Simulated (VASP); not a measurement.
# Cu (Fm-3m) in VASP: further runs

Runs on Cu. Level: PBE+D3(BJ). Tasks: relaxation of cell and atoms, relaxation of the atoms.

Everything below comes from runs of VASP 6.6.1. Logs are shortened: lines on timing, memory, paths and dates and some standing lists are left out, and cuts for length are marked.

### Step 1. Starting point

Symmetry: Fm-3m, No. 225, cubic system. Conventional cell: a = 3.568 Å, b = 3.568 Å, c = 3.568 Å, α = 90.00°, β = 90.00°, γ = 90.00°. Cu (site symmetry m-3m) has 12 Cu at 2.52 Å as nearest neighbours.

### Step 2. Relaxation of cell and atoms, PBE+D3(BJ)

The input, INCAR:

```
SYSTEM = Cu
PREC = Accurate ; ENCUT = 600
EDIFF = 1E-7 ; ISMEAR = 1
SIGMA = 0.1 ; LREAL = .False.
LASPH = .True. ; NELM = 80
ALGO = Normal ; ISIF = 3
LWAVE = .False. ; LCHARG = .False.
GGA = PE ; IVDW = 12
IBRION = 2 ; NSW = 90
EDIFFG = -0.005
```

The input, KPOINTS:

```
Automatic mesh
0
Gamma
  18 18 18
  0 0 0
```

The input, POSCAR:

```
Cu                                      
1.0
    0.0000000000      1.7839920325      1.7839920325
    1.7839920325     -0.0000000000      1.7839920325
    1.7839920325      1.7839920325     -0.0000000000
  Cu            
     1
Direct
     0.0000000000000000    0.0000000000000000    0.0000000000000000
```

Potentials or basis: VASP PAW PBE potentials, release 64 (Cu).

On the command line:

```console
$ cat potpaw_PBE.64/Cu/POTCAR > POTCAR
$ mpirun -np 1 vasp_std > vasp.out
```

OUTCAR:

```text
SYSTEM = Cu
   PREC = Accurate
   ENCUT = 600
   EDIFF = 1E-7
   ISMEAR = 1
   LREAL = .False.
   LASPH = .True.
   NELM = 80
   ISIF = 3
   GGA = PE
   IVDW = 12
   IBRION = 2
   NSW = 90
   EDIFFG = -0.005
 IVDW          = 12

 ion  position               nearest neighbor table
   1  0.000  0.000  0.000-

  LATTYP: Found a face centered cubic cell.
 ALAT       =     3.5679840650

  Lattice vectors:

 A1 = (   0.0000000000,   1.7839920325,   1.7839920325)
 A2 = (   1.7839920325,   0.0000000000,   1.7839920325)
 A3 = (   1.7839920325,   1.7839920325,   0.0000000000)

Analysis of symmetry for initial positions (statically):
=====================================================================
 Subroutine PRICEL returns:
 Original cell was already a primitive cell.

 Routine SETGRP: Setting up the symmetry group for a
 face centered cubic supercell.

 Subroutine GETGRP returns: Found 48 space group operations
 (whereof 48 operations were pure point group operations)
 out of a pool of 48 trial point group operations.

The static configuration has the point symmetry O_h .

Analysis of symmetry for dynamics (positions and initial velocities):
=====================================================================
 Subroutine PRICEL returns:
 Original cell was already a primitive cell.

 Routine SETGRP: Setting up the symmetry group for a
 face centered cubic supercell.

 Subroutine GETGRP returns: Found 48 space group operations
 (whereof 48 operations were pure point group operations)
 out of a pool of 48 trial point group operations.

The dynamic configuration has the point symmetry O_h .

 Subroutine INISYM returns: Found 48 space group operations
 (whereof 48 operations are pure point group operations),
 and found     1 'primitive' translations

----------------------------------------------------------------------------------------

                                     Primitive cell

  volume of cell :      11.3556

[... 147 lines left out ...]
  -------------------------------------------------------------------------------------
  Total       0.00522     0.00522     0.00522     0.00000    -0.00000    -0.00000
  in kB       0.73618     0.73618     0.73618     0.00000    -0.00000    -0.00000
  external pressure =        0.74 kB  Pullay stress =        0.00 kB

 VOLUME and BASIS-vectors are now :
 -----------------------------------------------------------------------------
  energy-cutoff  :      600.00
  volume of cell :       11.36
      direct lattice vectors                 reciprocal lattice vectors
     0.000000000  1.783992033  1.783992033    -0.280270310  0.280270310  0.280270310
     1.783992033  0.000000000  1.783992033     0.280270310 -0.280270310  0.280270310
     1.783992033  1.783992033  0.000000000     0.280270310  0.280270310 -0.280270310

 POSITION                                       TOTAL-FORCE (eV/Angst)
 -----------------------------------------------------------------------------------
      0.00000      0.00000      0.00000        -0.000000      0.000000     -0.000000
 -----------------------------------------------------------------------------------
    total drift:                                0.000000      0.000000      0.000000

  FREE ENERGIE OF THE ION-ELECTRON SYSTEM (eV)
  ---------------------------------------------------
  free  energy   TOTEN  =        -4.3181687349 eV

  energy  without entropy=       -4.3181160215  energy(sigma->0) =       -4.31815116

--------------------------------------- Ionic step        2  -------------------------------------------

 number of electron      11.0000013 magnetization

 Free energy of the ion-electron system (eV)
  ---------------------------------------------------
  ext. energy  EPLUGINS =         0.00000000
  ---------------------------------------------------
  free energy    TOTEN  =        -3.71135649 eV

  energy without entropy =       -3.71130408  energy(sigma->0) =       -3.71133902

 E-fermi :   8.0437     XC(G=0): -12.9503

 val. band max:        8.0181996432   @ k =   0.5000   0.3333   0.1667
 cond. band min:       8.0443922861   @ k =   0.5000   0.1111   0.0000
 fundamental gap:      0.0261926428
 Fermi energy:         8.0436514955

 k-point     1 :       0.0000    0.0000    0.0000
  band No.  band energies     occupation
      1      -1.5755      2.00000
      2       4.9311      2.00000
      3       4.9311      2.00000
      4       4.9311      2.00000
      5       5.8042      2.00000
      6       5.8042      2.00000
      7      30.9744      0.00000
      8      33.9216      0.00000
      9      33.9216      0.00000
[... 265 lines left out ...]
 k-point    24 :      -0.2222    0.0556    0.0000
  band No.  band energies     occupation
      1       0.5507      2.00000
      2       4.6184      2.00000
      3       5.0961      2.00000
      4       5.1371      2.00000
      5       5.7523      2.00000
      6       6.0112      2.00000
      7      21.3892      0.00000
      8      28.4975      0.00000
      9      32.1737      0.00000

 [... further k-points ...]

------------------------ aborting loop because EDIFF is reached ----------------------------------------

 Edisp (eV)   -0.60681

 E8    (eV) :    -0.2603

  FORCE on cell =-STRESS in cart. coord.  units (eV):
  Direction    XX          YY          ZZ          XY          YZ          ZX
  --------------------------------------------------------------------------------------
  -------------------------------------------------------------------------------------
  Total      -0.00244    -0.00244    -0.00244    -0.00000     0.00000    -0.00000
  in kB      -0.34384    -0.34384    -0.34384    -0.00000     0.00000    -0.00000
  external pressure =       -0.34 kB  Pullay stress =        0.00 kB

 VOLUME and BASIS-vectors are now :
 -----------------------------------------------------------------------------
  energy-cutoff  :      600.00
  volume of cell :       11.36
      direct lattice vectors                 reciprocal lattice vectors
     0.000000000  1.784441094  1.784441094    -0.280199779  0.280199779  0.280199779
     1.784441094 -0.000000000  1.784441094     0.280199779 -0.280199779  0.280199779
     1.784441094  1.784441094 -0.000000000     0.280199779  0.280199779 -0.280199779

 POSITION                                       TOTAL-FORCE (eV/Angst)
 -----------------------------------------------------------------------------------
      1.78444     -0.00000      1.78444         0.000000      0.000000     -0.000000
 -----------------------------------------------------------------------------------
    total drift:                               -0.000000      0.000000     -0.000000

  FREE ENERGIE OF THE ION-ELECTRON SYSTEM (eV)
  ---------------------------------------------------
  free  energy   TOTEN  =        -4.3181684913 eV

  energy  without entropy=       -4.3181160828  energy(sigma->0) =       -4.31815102

 reached required accuracy - stopping structural energy minimisation
```

CONTCAR:

```text
Cu
   1.00000000000000
     0.0000000000000000    1.7844410940600646    1.7844410940600646
     1.7844410940600646   -0.0000000000000000    1.7844410940600646
     1.7844410940600646    1.7844410940600646   -0.0000000000000000
  Cu
     1
Direct
     0.0000000000000000    1.0000000000000000    0.0000000000000000

  0.00000000E+00  0.00000000E+00  0.00000000E+00
```

Run time: 12 s. Hardware: 1 thread of Intel Xeon 6975P-C (Granite Rapids), shared host; peak memory 0.15 GiB.

What came out:

```yaml
Free_energy: -4.3182 eV
Relaxed_volume: 11.36 Å³/atom
Relaxed_cell: a = 2.524 Å, b = 2.524 Å, c = 2.524 Å, α = 60.00°, β = 60.00°, γ = 60.00°
Space_group_after_relaxing_to_0.05_Å: Fm-3m (No. 225)
Energy_gained_by_relaxing: 0.0 meV/atom
Ionic_steps: 2
Pressure_after_relaxing: 0.0 GPa
Band_gap_on_the_k_mesh: none (metal or under the smearing width)
Dispersion_energy_per_atom: -0.607 eV
```

Final structure:
```
Cu
1.0
     0.00000    1.78444    1.78444
     1.78444    0.00000    1.78444
     1.78444    1.78444    0.00000
Cu
1
Direct
  0.00000 0.00000 0.00000
```

Caveat: pairwise dispersion overbinds metals, which lowers pressure and volume.

### Step 3. Relaxation of the atoms, PBE+D3(BJ) (a relaxed cell with its volume scaled by 0.94)

The input, INCAR:

```
SYSTEM = Cu
PREC = Accurate ; ENCUT = 600
EDIFF = 1E-7 ; ISMEAR = 1
SIGMA = 0.1 ; LREAL = .False.
LASPH = .True. ; NELM = 80
ALGO = Normal ; ISIF = 2
LWAVE = .False. ; LCHARG = .False.
GGA = PE ; IVDW = 12
IBRION = 2 ; NSW = 40
EDIFFG = -0.01
```

KPOINTS is that of step 2.

The input, POSCAR:

```
Cu                                      
1.0
    0.0000000000      1.7480137076      1.7480137076
    1.7480137076     -0.0000000000      1.7480137076
    1.7480137076      1.7480137076     -0.0000000000
  Cu            
     1
Direct
     0.0000000000000000    1.0000000000000000    0.0000000000000000
```

Potentials or basis: VASP PAW PBE potentials, release 64 (Cu).

On the command line:

```console
$ cat potpaw_PBE.64/Cu/POTCAR > POTCAR
$ mpirun -np 1 vasp_std > vasp.out
```

It took 9.1 s on 1 thread of Intel Xeon 6975P-C (Granite Rapids), shared host; peak memory 0.14 GiB.

The run converged. Its results:

```yaml
Free_energy: -4.2948 eV
Pressure_after_relaxing: 11.7 GPa
Band_gap_on_the_k_mesh: none (metal or under the smearing width)
Dispersion_energy_per_atom: -0.647 eV
```

Final structure:
```xyz
1
Lattice="0.0000 1.7480 1.7480 1.7480 0.0000 1.7480 1.7480 1.7480 0.0000" Properties=species:S:1:pos:R:3 pbc="T T T"
Cu    0.0000    0.0000    0.0000
```

Levels at points of the mesh, in eV from the Fermi level:
```tsv
k point	band 2	band 3	band 4	band 5	band 6	band 7	band 8	band 9
(0.00, 0.00, 0.00)	-3.32	-3.32	-3.32	-2.36	-2.36	23.42	26.87	26.87
(0.50, 0.00, 0.00)	-3.36	-3.36	-1.69	-1.69	-1.27	4.33	21.87	23.71
(0.50, 0.50, 0.00)	-4.95	-1.72	-1.53	-1.53	1.46	7.88	13.92	13.92
```

Caveat: the relaxation stopped at its first step, so nothing moved; pairwise dispersion overbinds metals, which lowers pressure and volume.

### Step 4. Relaxation of the atoms, PBE+D3(BJ) (a relaxed cell with its volume scaled by 0.96)

INCAR is that of step 3.

KPOINTS is that of step 3.

The input, POSCAR:

```
Cu                                      
1.0
    0.0000000000      1.7603240688      1.7603240688
    1.7603240688     -0.0000000000      1.7603240688
    1.7603240688      1.7603240688     -0.0000000000
  Cu            
     1
Direct
     0.0000000000000000    1.0000000000000000    0.0000000000000000
```

On the command line:

```console
$ cat potpaw_PBE.64/Cu/POTCAR > POTCAR
$ mpirun -np 1 vasp_std > vasp.out
```

It took 9.2 s on 1 thread of Intel Xeon 6975P-C (Granite Rapids), shared host; peak memory 0.15 GiB.

It converged, with:

* Free energy: -4.3082 eV
* Pressure after relaxing: 7.3 GPa
* Band gap on the k mesh: none (metal or under the smearing width)
* Dispersion energy per atom: -0.633 eV

Final structure:
```yaml
crystal:
  lattice:
    - [0.00000, 1.76032, 1.76032]
    - [1.76032, 0.00000, 1.76032]
    - [1.76032, 1.76032, 0.00000]
  atoms:
    - { symbol: Cu, position: [0.00000, 0.00000, 0.00000] }
```

Levels at points of the mesh, in eV from the Fermi level:
```csv
k point,band 4,band 5,band 6,band 7,band 8,band 9
"(0.00, 0.00, 0.00)",-3.25,-2.32,-2.32,23.26,26.53,26.53
"(0.50, 0.00, 0.00)",-1.67,-1.67,-1.21,4.21,21.71,23.37
"(0.50, 0.50, 0.00)",-1.51,-1.51,1.47,7.72,13.74,13.74
```

Caveat: the relaxation stopped at its first step, so nothing moved; pairwise dispersion overbinds metals, which lowers pressure and volume.

### Step 5. Summary

| task | cell | gap on the mesh (eV) | pressure (GPa) |
| --- | --- | --- | --- |
| relaxation of cell and atoms | relaxed | none | 0.0 |
| relaxation of the atoms | atoms relaxed from: a relaxed cell with its volume scaled by 0.94 | none | 11.7 |
| relaxation of the atoms | atoms relaxed from: a relaxed cell with its volume scaled by 0.96 | none | 7.3 |

Alike in all rows: level PBE+D3(BJ); potentials or basis VASP PAW PBE potentials, release 64 (Cu); no spin polarisation; k mesh 18 × 18 × 18; cutoff (eV) 600; smearing methfessel-paxton 0.1 eV.

Caveats: pairwise dispersion overbinds metals, which lowers pressure and volume; the relaxation stopped at its first step, so nothing moved (some runs).

Absolute energies hang on the potentials; compare differences alone.
